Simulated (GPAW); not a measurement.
# BP (F-43m) in GPAW: notebook, part 3 of 3

GPAW 26.7.0. The steps go on from the part before.

### 6 Optical spectrum by the Bethe-Salpeter equation, GLLB-SC

Input file run.py:

```python
import numpy as np
from ase.dft.bandgap import bandgap
from ase.io import read, write
from gpaw import GPAW, PW
from gpaw.response.bse import BSE

atoms = read('BP.cif')

calc = GPAW(mode=PW(550),
            xc='GLLBSC',
            kpts={'size': (8, 8, 8), 'gamma': True},
            occupations={'name': 'fermi-dirac', 'width': 0.001},
            nbands=11,
            convergence={'density': 1e-06},
            maxiter=150,
            txt='gpaw.txt')
atoms.calc = calc
energy = atoms.get_potential_energy()
calc.write('gs.gpw')
write('result.traj', atoms)
print('Fermi level:', round(calc.get_fermi_level(), 4), 'eV')
print(f'Gap: {bandgap(calc)[0]:.4f} eV, direct: {bandgap(calc, direct=True)[0]:.4f} eV')

dense = calc.fixed_density(kpts={'size': (6, 6, 6), 'gamma': True},
                           nbands=50, convergence={'bands': 44},
                           update_fermi_level=True, txt='dense.txt')
dense.write('dense.gpw', mode='all')
gap = bandgap(dense, direct=True)[0]
print(f'Direct gap on the dense mesh: {gap:.4f} eV')

bse = BSE('dense.gpw',
          ecut=40,
          valence_bands=range(0, 4),
          conduction_bands=range(4, 6),
          nbands=44,
          mode='BSE',
          integrate_gamma='sphere',
          direction=0,
          txt='bse.txt',
          eshift=0.8)
bse.get_dielectric_function(w_w=np.linspace(0, 12, 241), eta=0.1, filename='bse.csv', write_eig='eig.dat')
_, energies, weights = np.loadtxt('eig.dat', unpack=True)
bright = energies[weights > 1e-3 * weights.max()]
print(f'Lowest exciton {energies.min():.4f} eV, lowest bright one {bright.min():.4f} eV')
```

Input file BP.cif:

```cif
data_BP
_cell_length_a 3.20885057
_cell_length_b 3.20885057
_cell_length_c 3.20885057
_cell_angle_alpha 60.00000000
_cell_angle_beta 60.00000000
_cell_angle_gamma 60.00000000
_space_group_name_H-M_alt 'P1'
_space_group_name_Hall 'P 1'
_space_group_IT_number 1
loop_
_space_group_symop_operation_xyz
'x,y,z'
loop_
_atom_site_label
_atom_site_type_symbol
_atom_site_symmetry_multiplicity
_atom_site_Wyckoff_symbol
_atom_site_fract_x
_atom_site_fract_y
_atom_site_fract_z
_atom_site_occupancy
P1 P 1 a 0.7500000000 0.7500000000 0.7500000000 1
B1 B 1 a 0.0000000000 0.0000000000 0.0000000000 1
```

Potentials or basis: the program's PAW data sets (release 1.2.1) made for this functional, pw.

Started as:

```bash
$ OMP_NUM_THREADS=1 python run.py
```

gpaw.txt:

```text
___ ___ ___ _ _ _
 |   |   |_  | | | |
 | | | | | . | | | |
 |__ |  _|___|_____|  26.7.0
 |___|_|

Input parameters:
  convergence: {density: 1e-06}
  kpts: {gamma: True,
         size: (8, 8, 8)}
  maxiter: 150
  mode: {ecut: 550.0,
         name: pw}
  nbands: 11
  occupations: {name: fermi-dirac,
                width: 0.001}
  xc: GLLBSC

System changes: positions, numbers, cell, pbc, initial_charges, initial_magmoms

Initialize ...

species:
  P:
    name:    Phosphorus
    Z:       15.0
    valence: 5
    core:    10
    charge:  0.0  # [|e|]
    compensation charges:
      type: gauss
      rc: 0.30  # [Å]
      lmax: 2
    cutoffs:
      filter: 1.69  # [Å]
      core: 1.81  # [Å]
    projectors
    | kind |    occ | energy [eV] | rcut [Å] |
    |------|--------|-------------|----------|
    |   3s |  2.000 |     -16.108 |    0.953 |
    |   3p |  3.000 |      -7.835 |    0.953 |
    |    s |        |      11.103 |    0.953 |
    |    p |        |      19.376 |    0.953 |
    |    d |        |       0.000 |    0.953 |

    Using partial waves for P as LCAO basis

  B:
    name:    Boron
    Z:       5.0
    valence: 3
    core:    2
    charge:  0.0  # [|e|]
    compensation charges:
      type: gauss
      rc: 0.20  # [Å]
      lmax: 2
    cutoffs:
      filter: 1.14  # [Å]
      core: 1.38  # [Å]
    projectors
    | kind |    occ | energy [eV] | rcut [Å] |
    |------|--------|-------------|----------|
    |   2s |  2.000 |     -10.319 |    0.635 |
    |   2p |  1.000 |      -4.115 |    0.635 |
    |    s |        |      16.892 |    0.635 |
    |    p |        |      23.096 |    0.635 |
[... 99 lines left out ...]
... initialized

Initializing position-dependent things.

Density initialized from atomic densities
Creating initial wave functions:
  8 bands from LCAO basis set
  3 bands from random numbers

                     P

       B

Atomic positions and initial magnetic moments

Positions:
   0 P      4.813276    2.778946    1.965012    ( 0.0000,  0.0000,  0.0000)
   1 B      0.000000    0.000000    0.000000    ( 0.0000,  0.0000,  0.0000)

Unit cell:
           periodic     x           y           z      points  spacing
  1. axis:    yes    3.208851    0.000000    0.000000    18     0.1456
  2. axis:    yes    1.604425    2.778946    0.000000    18     0.1456
  3. axis:    yes    1.604425    0.926315    2.620016    18     0.1456

  Lengths:   3.208851   3.208851   3.208851
  Angles:   60.000000  60.000000  60.000000

Effective grid spacing dv^(1/3) = 0.1588

iter:   1   -13.132674
iter:   2   -14.375486   -1.30  -0.77
iter:   3   -14.515155   -2.91  -0.70
iter:   4   -15.066787   -2.22  -0.70
iter:   5   -17.254456   -1.36  -0.66
iter:   6   -13.795210   -0.95  -0.58
iter:   7   -13.773822   -1.49  -1.17
iter:   8   -13.732540   -3.08  -1.26
iter:   9   -13.725241   -3.88  -1.61
iter:  10   -13.733978   -2.69  -1.74
iter:  11   -13.739464   -4.20  -1.91
iter:  12   -13.741528   -3.31  -1.91
iter:  13   -13.738296c  -5.64  -2.49
iter:  14   -13.738013c  -5.32  -2.93
iter:  15   -13.738236c  -7.48c -3.49
iter:  16   -13.738400c  -6.83  -3.82
iter:  17   -13.738347c  -8.10c -3.98
iter:  18   -13.738339c  -8.63c -4.78
iter:  19   -13.738341c -10.74c -5.07
iter:  20   -13.738339c -10.21c -5.60
iter:  21   -13.738338c -11.46c -5.59
iter:  22   -13.738337c -11.69c -6.15c

Converged after 22 iterations.

Dipole moment: (5.069447, 2.926847, 2.069593) |e|*Ang

Energy contributions relative to reference atoms: (reference = -9952.092158)

Kinetic:        +23.436436
Potential:      -20.831694
External:        +0.000000
XC:             -16.352537
Entropy (-ST):   -0.000000
Local:           +0.009457
SIC:             +0.000000
--------------------------
Free energy:    -13.738337
Extrapolated:   -13.738337

GLLBSC response reference energy: 7.81760 eV (from HOMO)

Showing only first 2 kpts
 Kpt  Band  Eigenvalues  Occupancy
  0     2      7.81759    2.00000
  0     3      7.81760    2.00000
  0     4     11.38958    0.00000
  0     5     11.38959    0.00000

  1     2      6.65383    2.00000
  1     3      6.65383    2.00000
  1     4     10.75940    0.00000
  1     5     12.98236    0.00000

Fermi level: 8.13867

Gap: 1.363 eV
Transition (v -> c):
  (s=0, k=0, n=3, [0.00, 0.00, 0.00]) -> (s=0, k=12, n=4, [0.38, 0.38, 0.00])
Direct/indirect transitions are different
Direct gap: 3.572 eV
Transition at: (s=0, k=0, n=3, [0.00, 0.00, 0.00])
Writing to gs.gpw (mode='')
```

chi0.txt:

```text
FrequencyDescriptor(from 0.000 to 0.000 eV, 1 points)
FrequencyDescriptor(from 0.000 to 0.000 eV, 1 points)

Calculating chi0 body with:
    Ground state adapter containing:
    Number of spins: 1
    Number of kpoints: 216
    Number of irreducible kpoints: 16
    Number of completely occupied states: 4
    Number of partially occupied states: 4

    Linear response parametrization:
[... 70 lines left out ...]
    Ground state adapter containing:
    Number of spins: 1
    Number of kpoints: 216
    Number of irreducible kpoints: 16
    Number of completely occupied states: 4
    Number of partially occupied states: 4

    Linear response parametrization:
    q_c: [0.49999999999999994, 0.49999999999999994, 0.49999999999999994]
    Number of frequency points: 1
    Planewave cutoff: 40.0
    Number of bands: 44
    Number of planewaves: 14
    Broadening (eta): 0.001
[... 8 lines left out ...]
Integral kind: response function

Finished calculating chi0
```

It took 7.3 min on 1 thread of Arm Neoverse V1, shared host; peak memory 0.41 GiB.

Results:

```
Band gap on the k mesh, Kohn-Sham part alone, mean-field level : 1.36 eV, indirect (least direct gap 3.57 eV)
Exciton binding energy                                         : 0.22 eV
```

Lowest exciton energies (eV): 4.15, 4.15, 4.15, 4.16, 4.16, 4.17, 4.88, 4.88

Caveat: the band lists can cut through equal levels, which moves peak heights; the k mesh is coarse; on so coarse a mesh excitons come out too strongly bound; on this mesh the treatment of q = 0 moves the result by about a tenth of an eV; a model potential gives levels but no total energy; the long-wavelength limit can be off by a per cent or two; response on these states lacks terms of the Hamiltonian; the static dielectric constant lacks the antiresonant part and is too small; spectra need much finer meshes, so this one isn't converged.

### 7 Comparison with measurements

Step 2. Against the measured bulk modulus of BP, 179 GPa (300 K; “Equation of state of single-crystal cubic boron phosphide”, 2014, arxiv:1407.1677), the calculated 174 GPa is off by -2.7 %. 3 values of this kind are on record (173 to 179 GPa); this one was drawn at random among those near their median, those with a stated uncertainty first. The fit is for a static lattice scaled at fixed shape and fixed fractional positions.
